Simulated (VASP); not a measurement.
Input of a VASP 6.6.1 run:

The input INCAR:

```
SYSTEM = W
PREC = Accurate ; ENCUT = 520
EDIFF = 1E-7 ; ISMEAR = -1
SIGMA = 0.05 ; LREAL = .FALSE.
LASPH = .TRUE. ; NELM = 100
ALGO = Fast ; ISIF = 2
LWAVE = .FALSE. ; LCHARG = .FALSE.
GGA = PE ; NBANDS = 13
```

KPOINTS

```
regular mesh
0
G
  18 18 18
  0 0 0
```

Contents of POSCAR:

```
W
1.0
    0.0000000000      2.0550073273      2.0550073273
    2.0550073273      0.0000000000      2.0550073273
    2.0550073273      2.0550073273      0.0000000000
W
1
Direct
    0.0000000000      0.0000000000      0.0000000000
```

Potentials or basis: VASP PAW PBE potentials, release 64 (W_sv).

The run is started by

```sh
$ cat potpaw_PBE.64/W_sv/POTCAR > POTCAR
$ mpirun -np 1 vasp_std > vasp.out
```

**Question.** Estimate the pressure.

**Answer.** -13.4 GPa.

**Question.** What does it give for the band gap on the k mesh?

**Answer.** None (metal or under the smearing width).

The run has no spin-orbit coupling, so splittings on W are missing.
